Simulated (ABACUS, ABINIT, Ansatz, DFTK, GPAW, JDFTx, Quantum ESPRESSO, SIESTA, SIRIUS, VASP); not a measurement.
## SnTe: 11 runs at one level of theory

```xyz
2
Lattice="0.0000 3.1509 3.1509 3.1509 0.0000 3.1509 3.1509 3.1509 0.0000" Properties=species:S:1:pos:R:3 pbc="T T T"
Te    3.1509    3.1509    3.1509
Sn    0.0000    0.0000    0.0000
```

Alike in all runs: task single point; functional PBE; k mesh 7 × 7 × 7; occupations fermi-dirac, width 0.05 eV; no spin polarisation; no spin-orbit coupling. Pressure is positive in compression and, in plane waves, holds the error of the finite cutoff, which Ansatz's Pulay term estimates and takes out.

```csv
program and potentials,plane-wave cutoff (eV),notes,pressure (GPa)
"SIESTA, files PseudoDojo sr-pbe-0.4.1-standard, DZP (energy shift 0.003 Ry; two zetas on semicore shells)",-,atomic basis; 15 valence electrons an atom on average,2.90
"ABINIT, JTH PAW PBE v2.0",599,10 valence electrons an atom on average,?
"VASP, PBE PAW files Sn_d, Te, 520 eV",520,10 valence electrons an atom on average,2.16
"SIRIUS, PseudoDojo 0.4.1 PBE standard (scalar relativistic)",1102,15 valence electrons an atom on average,2.26
"Quantum ESPRESSO, SSSP 1.3 efficiency PBE",816,10 valence electrons an atom on average,2.11
"DFTK, PseudoDojo SR PBE 0.4.1 standard (PBE)",1088,15 valence electrons an atom on average,2.27
"GPAW, GPAW PAW data sets (gpaw-data 1.2.1)",600,10 valence electrons an atom on average,1.95
"JDFTx, PseudoDojo-SR-PBE-0.4.1-standard (Te) + PseudoDojo-SR-PBE-0.5-standard (Sn) with smoothed tails",1088,15 valence electrons an atom on average,2.27
"ABACUS, PseudoDojo NC SR 0.4.1 PBE standard, plane waves",1129,15 valence electrons an atom on average,2.26
"Ansatz, Ansatz PAW (earlier soft set)",420,15 valence electrons an atom on average,2.23
"Ansatz, all-electron LAPW, scalar-relativistic",-,-,2.23
```

Q: Estimate from the other rows what the run with ABINIT, JTH PAW PBE v2.0 gave.

A: Pressure 2.14 GPa. The other rows, which needn't bracket it: pressure 1.95 to 2.90.
